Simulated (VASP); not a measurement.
A run of VASP 6.6.1 is set up as follows.

File INCAR:

```
SYSTEM = GeS
ALGO     = Normal         ! electronic algorithm
EDIFF    = 1E-8           ! SCF threshold, eV
ENCUT    = 520            ! plane-wave cutoff, eV
GGA      = PE             ! functional
ISIF     = 2              ! what is computed and relaxed
ISMEAR   = 0              ! smearing method
KPAR     = 2            
LASPH    = .TRUE.         ! aspherical terms in the spheres
LCHARG   = .FALSE.        ! write CHGCAR
LEPSILON = .TRUE.         ! dielectric tensor by DFPT
LREAL    = .FALSE.        ! projectors in reciprocal space
LWAVE    = .FALSE.        ! write WAVECAR
NELM     = 80             ! most SCF steps
PREC     = Accurate       ! precision mode
SIGMA    = 0.03           ! smearing width, eV
```

Contents of KPOINTS:

```
k-points
0
Monkhorst
  4 10 8
  0 0 0
```

POSCAR

```
GeS                                     
1.0
   10.6574531290      0.0000000000      0.0000000000
    0.0000000000      3.6842406816      0.0000000000
    0.0000000000      0.0000000000      4.3493489617
  Ge              S             
     4     4
Direct
     0.1247307389281593    0.2500000000000000    0.1326890020419413
     0.3752692610718407    0.7500000000000000    0.6326890020419412
     0.6247307389281593    0.2500000000000000    0.3673109979580587
     0.8752692610718407    0.7500000000000000    0.8673109979580588
     0.8495031896761398    0.2500000000000000    0.4964264727104492
     0.6504968103238602    0.7500000000000000    0.9964264727104492
     0.3495031896761398    0.2500000000000000    0.0035735272895508
     0.1504968103238602    0.7500000000000000    0.5035735272895508
```

Potentials or basis: VASP PAW PBE potentials, release 64 (Ge_d, S).

Command:

```sh
$ cat potpaw_PBE.64/Ge_d/POTCAR potpaw_PBE.64/S/POTCAR > POTCAR
$ mpirun -np 2 vasp_std > vasp.out
```

(1) Estimate the electronic dielectric tensor (diagonal).

(2) Predict the Born charges (mean of the diagonal).

Results:

(1) 12.00, 12.91, 12.08.

(2) Ge +2.84; S -2.84 e.
